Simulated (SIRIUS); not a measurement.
# Ge (Fd-3m) in SIRIUS: a series of runs

The runs below take Ge through equation of state, with LDA.

Everything below comes from runs of SIRIUS 7.12.0. Logs are shortened: lines on timing, memory, paths and dates and some standing lists are left out, and cuts for length are marked. The log counts tension as positive stress, the text compression.

### Step 1. The crystal as given

It takes space group Fd-3m (No. 227, cubic). Conventional cell: a = 5.658 Å, b = 5.658 Å, c = 5.658 Å, α = 90.00°, β = 90.00°, γ = 90.00°. Ge (site symmetry -43m) has 4 Ge at 2.45 Å as nearest neighbours.

### Step 2. Equation of state, LDA, 21.28 Å³/atom (volume scaled by 0.94)

The input, sirius.json:

```json
{
  "control": {
    "processing_unit": "cpu",
    "std_evp_solver_name": "lapack",
    "gen_evp_solver_name": "lapack",
    "verbosity": 2,
    "print_forces": false,
    "ortho_rf": true,
    "use_second_variation": true,
    "rmt_max": 3.0,
    "num_bands_to_print": 24,
    "save_wf": true
  },
  "parameters": {
    "electronic_structure_method": "full_potential_lapwlo",
    "xc_functionals": ["XC_LDA_X", "XC_LDA_C_PW"],
    "core_relativity": "dirac",
    "valence_relativity": "iora",
    "num_fv_states": 29,
    "smearing": "fermi_dirac",
    "smearing_width": 0.0018374661,
    "pw_cutoff": 20,
    "gk_cutoff": 3.77,
    "lmax_apw": 10,
    "lmax_rho": 8,
    "lmax_pot": 8,
    "num_mag_dims": 0,
    "auto_rmt": 0,
    "ngridk": [8, 8, 8],
    "shiftk": [0, 0, 0],
    "num_dft_iter": 80,
    "energy_tol": 1e-07,
    "density_tol": 1e-05,
    "use_symmetry": true
  },
  "settings": {"tol_ne": 1e-10},
  "iterative_solver": {"type": "exact"},
  "mixer": {"type": "anderson", "beta": 0.5, "max_history": 8},
  "unit_cell": {
    "lattice_vectors": [[0.0, 5.2367352216, 5.2367352216], [5.2367352216, 0.0, 5.2367352216], [5.2367352216, 5.2367352216, 0.0]],
    "atom_types": ["Ge"],
    "atom_files": {"Ge": "Ge.json"},
    "atoms": {"Ge": [[0.75, 0.75, 0.75], [0.5, 0.5, 0.5]]}
  }
}
```

The input, Ge.json:

```json
{
  "name": "germanium",
  "symbol": "Ge",
  "number": 32,
  "mass": 72.64,
  "rmin": 1e-06,
  "rmt": 2.23,
  "nrmt": 800,
  "rinf": 16.93,
  "core": "1s2s2p",
  "valence": [
    {"basis": [{"enu": 0.02, "dme": 0, "n": 0, "auto": 0}, {"enu": 0.02, "dme": 1, "n": 0, "auto": 0}]},
    {"l": 0, "n": 1, "basis": [{"enu": 0.0253, "dme": 0, "n": 0, "auto": 0}]},
    {"l": 1, "n": 2, "basis": [{"enu": 0.12, "dme": 0, "n": 0, "auto": 0}]},
    {"l": 2, "n": 3, "basis": [{"enu": 0.12, "dme": 0, "n": 0, "auto": 0}]},
    {"l": 3, "n": 4, "basis": [{"enu": 0.12, "dme": 0, "n": 0, "auto": 0}]}
  ],
  "lo": [
    {
      "l": 0,
      "basis": [{"enu": 0.0253, "dme": 0, "n": 0, "auto": 0}, {"enu": 0.0253, "dme": 1, "n": 0, "auto": 0}]
    },
    {
      "l": 0,
      "basis": [{"enu": 0.0253, "dme": 1, "n": 0, "auto": 0}, {"enu": 0.0253, "dme": 2, "n": 0, "auto": 0}]
    },
    {
      "l": 0,
      "basis": [{"enu": -5.8805, "dme": 0, "n": 3, "auto": 1}, {"enu": -5.8805, "dme": 1, "n": 3, "auto": 1}]
    },
    {
      "l": 0,
      "basis": [{"enu": 0.0253, "dme": 0, "n": 0, "auto": 0}, {"enu": 2.4384, "dme": 0, "n": 0, "auto": 0}]
    },
    {"l": 1, "basis": [{"enu": 0.12, "dme": 0, "n": 0, "auto": 0}, {"enu": 0.12, "dme": 1, "n": 0, "auto": 0}]},
    {
      "l": 1,
      "basis": [{"enu": -3.9666, "dme": 0, "n": 3, "auto": 1}, {"enu": -3.9666, "dme": 1, "n": 3, "auto": 1}]
    },
    {
      "l": 1,
      "basis": [{"enu": -3.9666, "dme": 1, "n": 3, "auto": 1}, {"enu": 0.12, "dme": 0, "n": 0, "auto": 0}]
    },
    {"l": 1, "basis": [{"enu": 0.12, "dme": 0, "n": 0, "auto": 0}, {"enu": 3.8201, "dme": 0, "n": 0, "auto": 0}]},
    {"l": 2, "basis": [{"enu": 0.12, "dme": 0, "n": 0, "auto": 0}, {"enu": 0.12, "dme": 1, "n": 0, "auto": 0}]},
    {
      "l": 2,
      "basis": [{"enu": -0.8192, "dme": 0, "n": 3, "auto": 1}, {"enu": -0.8192, "dme": 1, "n": 3, "auto": 1}]
    },
    {
      "l": 2,
      "basis": [{"enu": -0.8192, "dme": 1, "n": 3, "auto": 1}, {"enu": 0.12, "dme": 0, "n": 0, "auto": 0}]
    },
    {"l": 2, "basis": [{"enu": 0.12, "dme": 0, "n": 0, "auto": 0}, {"enu": 4.3027, "dme": 0, "n": 0, "auto": 0}]},
    {"l": 3, "basis": [{"enu": 0.12, "dme": 0, "n": 0, "auto": 0}, {"enu": 0.12, "dme": 1, "n": 0, "auto": 0}]},
    {"l": 3, "basis": [{"enu": 0.12, "dme": 0, "n": 0, "auto": 0}, {"enu": 3.619, "dme": 0, "n": 0, "auto": 0}]}
  ],
  "free_atom": [... radial grid and density of the free atom, the start of the SCF ...]
}
```

The input, sirius_start.json:

```json
{
  "control": {
    "processing_unit": "cpu",
    "std_evp_solver_name": "lapack",
    "gen_evp_solver_name": "lapack",
    "verbosity": 1,
    "print_forces": false,
    "ortho_rf": true,
    "use_second_variation": true,
    "rmt_max": 3.0,
    "num_bands_to_print": 24,
    "save_wf": false
  },
  "parameters": {
    "electronic_structure_method": "full_potential_lapwlo",
    "xc_functionals": ["XC_LDA_X", "XC_LDA_C_PW"],
    "core_relativity": "dirac",
    "valence_relativity": "iora",
    "num_fv_states": 29,
    "smearing": "fermi_dirac",
    "smearing_width": 0.0055123983,
    "pw_cutoff": 20,
    "gk_cutoff": 3.01,
    "lmax_apw": 10,
    "lmax_rho": 8,
    "lmax_pot": 8,
    "num_mag_dims": 0,
    "auto_rmt": 0,
    "ngridk": [3, 3, 3],
    "shiftk": [0, 0, 0],
    "num_dft_iter": 30,
    "energy_tol": 0.01,
    "density_tol": 0.05,
    "use_symmetry": true
  },
  "settings": {"tol_ne": 1e-10},
  "iterative_solver": {"type": "exact"},
  "mixer": {"type": "anderson", "beta": 0.5, "max_history": 8},
  "unit_cell": {
    "lattice_vectors": [[0.0, 5.2367352216, 5.2367352216], [5.2367352216, 0.0, 5.2367352216], [5.2367352216, 5.2367352216, 0.0]],
    "atom_types": ["Ge"],
    "atom_files": {"Ge": "Ge.json"},
    "atoms": {"Ge": [[0.75, 0.75, 0.75], [0.5, 0.5, 0.5]]}
  }
}
```

Potentials or basis: all-electron FP-LAPW, apw+lo standard.

Launch:

```console
$ OMP_NUM_THREADS=1 sirius.scf --input=sirius_start.json --output=start.json
$ OMP_NUM_THREADS=1 sirius.scf --input=sirius.json --output=output.json --task=1
```

The log of the run:

```text
[info] SIRIUS version : 7.12.0
[info] number of MPI ranks           : 1
[info] MPI grid                      : 1 1
[info] maximum number of OMP threads : 1
[fft] FFT context for density and potential
[fft] =====================================
[fft]   plane wave cutoff                     : 20
[fft]   grid size                             : 50 50 50   total : 125000
[fft]   grid limits                           : -24 25   -24 25   -24 25
[fft]   number of G-vectors within the cutoff : 38781
[fft]   number of G-shells                    : 1034
[fft] FFT context for coarse grid
[fft] =====================================
[fft]   plane wave cutoff                     : 7.54
[fft]   grid size                             : 20 20 20   total : 8000
[fft]   grid limits                           : -9 10   -9 10   -9 10
[fft]   number of G-vectors within the cutoff : 2085
[fft]   number of G-shells                    : 79
[unit cell] lattice vectors
[unit cell]   a1 :       0.0000000000      5.2367352216      5.2367352216
[unit cell]   a2 :       5.2367352216      0.0000000000      5.2367352216
[unit cell]   a3 :       5.2367352216      5.2367352216      0.0000000000
[unit cell] reciprocal lattice vectors
[unit cell]   b1 :      -0.5999143590      0.5999143590      0.5999143590
[unit cell]   b2 :       0.5999143590     -0.5999143590      0.5999143590
[unit cell]   b3 :       0.5999143590      0.5999143590     -0.5999143590
[unit cell] unit cell volume :       287.21812517 [a.u.^3]
[unit cell] 1/sqrt(omega)    :         0.05900572
[unit cell] MT volume        :        92.90373925 (32.35%)
[unit cell] IT volume        :       194.31438592 (67.65%)
[unit cell] number of atom types : 1
[unit cell] type id : 0 symbol : Ge mt_radius :   2.230000 num_atoms : 2
[unit cell] total number of atoms : 2
[unit cell] number of symmetry classes : 1
[unit cell] atom id  type id  class id             position                      vector_field
[unit cell] ------------------------------------------------------------------------------------------
[unit cell]      0        0        0      0.75000   0.75000   0.75000      0.00000   0.00000   0.00000
[unit cell]      1        0        0      0.50000   0.50000   0.50000      0.00000   0.00000   0.00000
[unit cell] atom id         position (Cartesian, a.u.)
[unit cell] ---------------------------------------------
[unit cell]      0       7.855103    7.855103    7.855103
[unit cell]      1       5.236735    5.236735    5.236735
[unit cell] class id : 0 atom id : 0 1
[... 263 lines left out ...]
[generate_radial_functions] {l: 2, n: 3, enu: -0.705333, dme: 0, auto: 1}
[generate_radial_functions] {l: 2, n: 3, enu: -0.705333, dme: 1, auto: 1}
[generate_radial_functions] {l: 2, n: 3, enu: -0.705333, dme: 1, auto: 1}
[diagonalize] Lowest band energies
[diagonalize] ik:    0   -5.781733   -5.781607   -3.857839   -3.857839   -3.857839   -3.857404   -3.857404   -3.857404   -0.712707   -0.712707   -0.712707   -0.711233   -0.711233   -0.702161   -0.702161   -0.702161   -0.701388   -0.701388   -0.281458    0.207618    0.207618    0.207618    0.221555    0.301059
[diagonalize] ik:    1   -5.781730   -5.781610   -3.857843   -3.857843   -3.857832   -3.857413   -3.857401   -3.857401   -0.713095   -0.713095   -0.712633   -0.710730   -0.710730   -0.702631   -0.702631   -0.702283   -0.701065   -0.701065   -0.274050    0.120981    0.194181    0.194181    0.251342    0.318769
[diagonalize] ik:    2   -5.781720   -5.781620   -3.857852   -3.857852   -3.857814   -3.857431   -3.857392   -3.857392   -0.713522   -0.713522   -0.712375   -0.709984   -0.709984   -0.703200   -0.703200   -0.702592   -0.700639   -0.700639   -0.252497    0.028683    0.172665    0.172665    0.235087    0.342652
[diagonalize] ik:    3   -5.781708   -5.781632   -3.857860   -3.857860   -3.857795   -3.857450   -3.857382   -3.857382   -0.713727   -0.713727   -0.712116   -0.709508   -0.709508   -0.703493   -0.703493   -0.702922   -0.700386   -0.700386   -0.220653   -0.047793    0.157588    0.157588    0.221090    0.346883
[diagonalize] ik:    4   -5.781702   -5.781638   -3.857867   -3.857867   -3.857786   -3.857459   -3.857379   -3.857379   -0.713785   -0.713785   -0.712007   -0.709424   -0.709424   -0.703564   -0.703564   -0.703058   -0.700363   -0.700363   -0.199043   -0.084562    0.152362    0.152362    0.216187    0.344948
[diagonalize] ...
[diagonalize] ik:   24   -5.781692   -5.781647   -3.857888   -3.857883   -3.857704   -3.857539   -3.857360   -3.857353   -0.714338   -0.714321   -0.711230   -0.708146   -0.707687   -0.706398   -0.704422   -0.702975   -0.699717   -0.699716   -0.187391   -0.061246    0.068682    0.092809    0.273948    0.299616
[diagonalize] ik:   25   -5.781682   -5.781658   -3.857896   -3.857886   -3.857674   -3.857571   -3.857357   -3.857349   -0.714848   -0.714433   -0.710137   -0.707754   -0.707361   -0.706270   -0.705398   -0.704033   -0.699556   -0.699197   -0.156678   -0.096801    0.043328    0.085115    0.290234    0.365546
[diagonalize] ik:   26   -5.781687   -5.781653   -3.857895   -3.857881   -3.857695   -3.857549   -3.857363   -3.857349   -0.714865   -0.714427   -0.710164   -0.707974   -0.706822   -0.706733   -0.705251   -0.704025   -0.699592   -0.699211   -0.169413   -0.082873    0.037297    0.099440    0.306097    0.376792
[diagonalize] ik:   27   -5.781670   -5.781670   -3.857892   -3.857892   -3.857622   -3.857622   -3.857350   -3.857350   -0.714508   -0.714508   -0.709742   -0.709742   -0.706270   -0.706270   -0.704464   -0.704464   -0.699452   -0.699452   -0.127917   -0.127917    0.067171    0.067171    0.275648    0.275648
[diagonalize] ik:   28   -5.781670   -5.781670   -3.857894   -3.857894   -3.857623   -3.857623   -3.857351   -3.857351   -0.714795   -0.714795   -0.708738   -0.708738   -0.706593   -0.706593   -0.705187   -0.705187   -0.699231   -0.699231   -0.125699   -0.125699    0.052334    0.052334    0.372316    0.372316
[generate_core_charge_density] atom class : 0
[generate_core_charge_density]   n,l,k : 1 0 1  energy :        -401.60081888
[generate_core_charge_density]   n,l,k : 2 0 1  energy :         -49.93281215
[generate_core_charge_density]   n,l,k : 2 1 1  energy :         -44.42372195
[generate_core_charge_density]   n,l,k : 2 1 2  energy :         -43.25468498
[find] Total energy                   :   -4192.34869344 (Ha),   -8384.69738687 (Ry)
[find] iteration : 1, RMS (target) : 6.7314e-03 (1.0000e-05) , energy difference (target) : -6.9726e-05 (1.0000e-07)
[find] Total energy                   :   -4192.34868099 (Ha),   -8384.69736198 (Ry)
[find] iteration : 2, RMS (target) : 2.7586e-03 (1.0000e-05) , energy difference (target) : 1.2448e-05 (1.0000e-07)
[find] Total energy                   :   -4192.34868175 (Ha),   -8384.69736351 (Ry)
[find] iteration : 3, RMS (target) : 5.5200e-04 (1.0000e-05) , energy difference (target) : -7.6483e-07 (1.0000e-07)
[find] Total energy                   :   -4192.34868295 (Ha),   -8384.69736590 (Ry)
[find] iteration : 4, RMS (target) : 7.6884e-05 (1.0000e-05) , energy difference (target) : -1.1944e-06 (1.0000e-07)
[find] Total energy                   :   -4192.34868271 (Ha),   -8384.69736542 (Ry)
[find] iteration : 5, RMS (target) : 6.7627e-06 (1.0000e-05) , energy difference (target) : 2.3881e-07 (1.0000e-07)
[find] Charges and magnetic moments
[find] --------------------------------------------------------------------------------
[find] atom      charge    core leakage
[... 8 lines left out ...]
[find] valence_eval_sum               :     -83.53219111
[find] core_eval_sum                  :   -2329.79358867
[find] kinetic energy                 :    4277.37574505
[find] enuc                           :   -5072.49079259
[find] <rho|V^{XC}>                   :    -203.46060564
[find] <rho|E^{XC}>                   :    -153.61316611
[find] <mag|B^{XC}>                   :       0.00000000
[find] <rho|V^{H}>                    :   -6487.24091919
[find] smearing (-TS)                 :      -0.00001699
[find] SCF correction                 :      -0.00000946
[find] Total energy                   :   -4192.34868271 (Ha),   -8384.69736541 (Ry)
[find] Free energy (E-TS)             :   -4192.34869970 (Ha),   -8384.69739940 (Ry)
[find] band gap (eV)                  :       0.23997753
[find] Efermi                         :       0.21302269
[find] iteration : 6, RMS (target) : 1.0949e-06 (1.0000e-05) , energy difference (target) : 3.9272e-09 (1.0000e-07)
[find] converged after 7 SCF iterations!
[find] Charges and magnetic moments
[find] --------------------------------------------------------------------------------
[find] atom      charge    core leakage
[find] --------------------------------------------------------------------------------
[find]    0   30.264402    0.000000e+00
[find]    1   30.264402    0.000000e+00
[find] total core leakage    : 0.00000000e+00
[find] interstitial charge   : 3.471195
[find] total charge          : 63.999999
[find] Energy
[find] --------------------------------------------------------------------------------
[find] valence_eval_sum               :     -83.53219111
[find] core_eval_sum                  :   -2329.79358867
[find] kinetic energy                 :    4277.37574505
[find] enuc                           :   -5072.49079259
[find] <rho|V^{XC}>                   :    -203.46060564
[find] <rho|E^{XC}>                   :    -153.61316611
[find] <mag|B^{XC}>                   :       0.00000000
[find] <rho|V^{H}>                    :   -6487.24091919
[find] smearing (-TS)                 :      -0.00001699
[find] SCF correction                 :      -0.00000946
[find] Total energy                   :   -4192.34868271 (Ha),   -8384.69736541 (Ry)
[find] Free energy (E-TS)             :   -4192.34869970 (Ha),   -8384.69739940 (Ry)
[find] band gap (eV)                  :       0.23997753
[find] Efermi                         :       0.21302269
```

It took 43 s on 1 thread of Arm Neoverse V1, shared host; peak memory 0.42 GiB.

What came out:

```yaml
Free_energy: -114079.6197 eV
Band_gap_on_the_k_mesh: 0.24 eV, indirect (least direct gap 0.38 eV)
All_electrons_inside_the_program's_atomic_spheres: Ge 30.26 (radii Ge 2.23 bohr)
```

### Step 3. Equation of state, LDA, 21.73 Å³/atom (volume scaled by 0.96)

Changes to sirius.json since step 2:

```diff
@@ -39,3 +39,3 @@
   "unit_cell": {
-    "lattice_vectors": [[0.0, 5.2367352216, 5.2367352216], [5.2367352216, 0.0, 5.2367352216], [5.2367352216, 5.2367352216, 0.0]],
+    "lattice_vectors": [[0.0, 5.2736148538, 5.2736148538], [5.2736148538, 0.0, 5.2736148538], [5.2736148538, 5.2736148538, 0.0]],
     "atom_types": ["Ge"],
```

Ge.json is that of step 2.

Changes to sirius_start.json since step 2:

```diff
@@ -39,3 +39,3 @@
   "unit_cell": {
-    "lattice_vectors": [[0.0, 5.2367352216, 5.2367352216], [5.2367352216, 0.0, 5.2367352216], [5.2367352216, 5.2367352216, 0.0]],
+    "lattice_vectors": [[0.0, 5.2736148538, 5.2736148538], [5.2736148538, 0.0, 5.2736148538], [5.2736148538, 5.2736148538, 0.0]],
     "atom_types": ["Ge"],
```

Potentials or basis: all-electron FP-LAPW, apw+lo standard.

Launch:

```console
$ OMP_NUM_THREADS=1 sirius.scf --input=sirius_start.json --output=start.json
$ OMP_NUM_THREADS=1 sirius.scf --input=sirius.json --output=output.json --task=1
```

Run time: 44 s. Hardware: 1 thread of Arm Neoverse V1, shared host; peak memory 0.43 GiB.

Results (log left out):

```
Free energy                                       : -114079.6330 eV
Band gap on the k mesh                            : 0.17 eV, indirect (least direct gap 0.18 eV)
All electrons inside the program's atomic spheres : Ge 30.24 (radii Ge 2.23 bohr)
```

(Continued in part 2 of 2.)
